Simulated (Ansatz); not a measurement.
# Re: experiment and calculation

**Experimental background.**

“Structural evolution of Re (0001) thin films grown on Nb (110) surfaces by molecular beam epitaxy”, 2010, arxiv:1008.4577 quotes, for a bulk crystal of Re at 300 K: lattice constant a 2.761 Å.

From a printed reference work, textbook, for a bulk crystal of Re: lattice constant c 4.46 Å.

How close the calculation comes is told below.

All numbers below come from DFT PBEsol, scalar-relativistic, plane waves, PAW (Ansatz 0.2.0).

Plane waves to 420 eV, a k mesh through Γ of 18×18×10 on the computed 2-atom cell and Gaussian smearing (0.10 eV); no spin polarisation.

Relaxed structure, symmetry kept:

```
CELL_PARAMETERS angstrom
2.75037 0.00000 0.00000
-1.37518 2.38189 0.00000
0.00000 0.00000 4.44320
ATOMIC_POSITIONS crystal
Re 0.33333 0.66667 0.25000
Re 0.66667 0.33333 0.75000
```

- Space group: P6_3/mmc (No. 194)
- Volume per atom: 14.55 Å³
- Formation energy from the elements' standard states (uncorrected): 0.000 eV/atom
- Kohn–Sham band gap: none (metal)
- Density of states at the Fermi level: 1.41 states/eV per cell
- Löwdin character within 0.5 eV of the Fermi level: Re 5d 88 %, unprojected 7 %
- Bulk modulus: 391 GPa
- Its pressure derivative: 4.4
- Bader charges (e): Re (2 in the cell) 0.00

Spin-orbit coupling is left out, which matters for the bands of heavy elements.

Against the measured lattice constant a of Re, 2.761 Å (300 K; quoted in the paper above), the calculated 2.750 Å is off by -0.4 %. Measured lattice constant c of Re: 4.46 Å (a printed reference work, textbook). This calculation gives 4.443 Å (-0.4 %). The measured value has few digits, which limits the comparison. The calculation is for 0 K without zero-point motion.